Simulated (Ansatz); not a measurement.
## C: from a trial structure to a relaxed crystal

All numbers below come from DFT PBEsol, scalar-relativistic, plane waves, PAW in Ansatz 0.2.0. Cutoff 420 eV, Γ-centred k mesh, Gaussian smearing, no spin polarisation in the final step.

The start puts C on the bcc structure type (Im-3m, No. 229), at a guessed volume.

```xyz
1
Lattice="-1.4423 1.4423 1.4423 1.4423 -1.4423 1.4423 1.4423 1.4423 -1.4423" Properties=species:S:1:pos:R:3 pbc="T T T"
C     0.0000    0.0000    0.0000
```

Steps on the 8×8×8 mesh (1 atom). 7 of 9 steps are shown, and the free energy counts from the last. Trial steps that were taken back and renewals of the plane-wave basis can be among the rows.

```
step  ΔF (meV/atom) V (Å³/atom) P (GPa)
   1         1034.0        12.00   -34.48
   2          671.7        10.33   -33.96
   3          361.8         8.82   -32.21
   4          110.4         7.47   -23.69
   5           -2.3         6.26     0.43
   7            0.0         6.27    -0.50
   9            0.0         6.26     0.10
```

Steps on the 32×32×32 mesh (1 atom). 5 of 7 steps are shown, and the free energy counts from the last.

```csv
step,ΔF (meV/atom),V (Å³/atom),P (GPa)
1,3.1,6.26,5.91
2,1.2,6.34,3.02
3,0.6,6.42,0.11
5,0.0,6.42,0.14
7,0.0,6.43,0.00
```

A final relaxation ran on a 32×32×32 mesh. The relaxed crystal, Im-3m (No. 229):

Space group Im-3m (No. 229). a = 2.343 Å, b = 2.343 Å, c = 2.343 Å, α = 90.00°, β = 90.00°, γ = 90.00°
```json
{"atom": "C", "site": "2a", "symmetry": "m-3m", "x": "0.0000", "y": "0.0000", "z": "0.0000"}
```

For C, the volume per atom is 6.43 Å³ and the density is 3.10 g/cm³. The energy over the standard structure is 4.23 eV/atom and the gap on the 32×32×32 mesh is 0 eV (a metal).

Energies count from the standard state of C at the same level.

The final run used a 32×32×32 mesh on its 1-atom cell and 0.10 eV smearing. The k mesh leaves about 4 meV/atom of noise in metals.

A later test with randomly moved atoms lowered the energy by 3425 meV/atom on a coarse mesh, so it isn't stable against such moves and is likely a saddle point held by symmetry.